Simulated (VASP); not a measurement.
## In3Pd2: density of states with optB88-vdW

In3Pd2:

```
In Pd
1.0
     4.56122    0.00000    0.00000
    -2.28061    3.95013    0.00000
     0.00000    0.00000    5.56368
In Pd
3 2
Cartesian
  2.2806 1.3167 1.9758
  0.0000 2.6334 3.5879
  0.0000 0.0000 0.0000
  2.2806 1.3167 4.7290
  0.0000 2.6334 0.8347
```

The cell comes from a database or a generator and needn't be the stable form of this composition.

| Item | Value |
| --- | --- |
| Program | VASP 6.6.1 |
| Task | density of states |
| Functional | optB88-vdW |
| Potentials or basis | VASP PAW PBE potentials, release 54 (In_d, Pd) |
| Cutoff | 520 eV |
| k mesh | 7 × 7 × 5 |
| Occupations | methfessel-paxton, width 0.2 eV |
| Spin | no spin polarisation |
| Further INCAR settings | ALGO = Fast; EDIFF = 1.00e-07; NBANDS = 38 |

```yaml
Pressure: 2.6 GPa
Largest_force: 0.081 eV/Å
Band_gap_on_the_k_mesh: none (metal or under the smearing width)
Valence_electrons_inside_the_program's_atomic_spheres: In 11.44, 11.48; Pd 9.55
```

Forces in eV/Å, atoms in the order of the input:
```
In   0.000  0.000  0.043
In   0.000  0.000 -0.043
In   0.000  0.000  0.000
Pd   0.000  0.000 -0.081
Pd   0.000  0.000  0.081
```

Stress tensor (GPa, compression positive):
```
2.94 0.00 0.00
0.00 2.94 0.00
0.00 0.00 2.05
```

Levels at points of the mesh, in eV from the Fermi level:
| k point | band 28 | band 29 | band 30 | band 31 | band 32 | band 33 |
| --- | --- | --- | --- | --- | --- | --- |
| (0.00, 0.00, 0.00) | -1.46 | 1.66 | 1.66 | 2.38 | 2.41 | 3.46 |

States per cell in windows of 1 eV (zero at the Fermi level; states under -8 eV left out):
```csv
from (eV),total,Pd4_d,Pd5_d,In1_p,In2_p,In3_p,In1_s
-8.0,0.95,0.02,0.02,0.01,0.01,0.02,0.13
-7.0,1.87,0.13,0.13,0.03,0.03,0.02,0.21
-6.0,2.13,0.37,0.37,0.03,0.03,0.05,0.25
-5.0,2.91,0.83,0.83,0.11,0.11,0.16,0.03
-4.0,7.80,3.04,3.04,0.14,0.14,0.16,0.02
-3.0,7.83,3.27,3.27,0.10,0.10,0.09,0.02
-2.0,2.79,0.67,0.67,0.13,0.13,0.10,0.04
-1.0,1.80,0.27,0.27,0.12,0.12,0.10,0.04
0.0,1.29,0.18,0.18,0.07,0.07,0.08,0.06
1.0,1.94,0.22,0.22,0.11,0.11,0.16,0.11
2.0,1.86,0.16,0.16,0.13,0.13,0.13,0.10
3.0,2.24,0.15,0.15,0.17,0.17,0.19,0.08
4.0,1.93,0.11,0.11,0.14,0.14,0.13,0.04
5.0,2.99,0.13,0.13,0.28,0.28,0.27,0.05
6.0,2.41,0.09,0.09,0.22,0.22,0.18,0.02
7.0,1.45,0.06,0.06,0.17,0.17,0.12,0.02
```

Run time: 4 min on 1 thread of Intel(R) Xeon(R) Platinum 8488C (Sapphire Rapids), on a shared host, peak memory 0.58 GiB.

Caveat: the PAW data sets were made with another functional, which shifts forces and pressure a little.
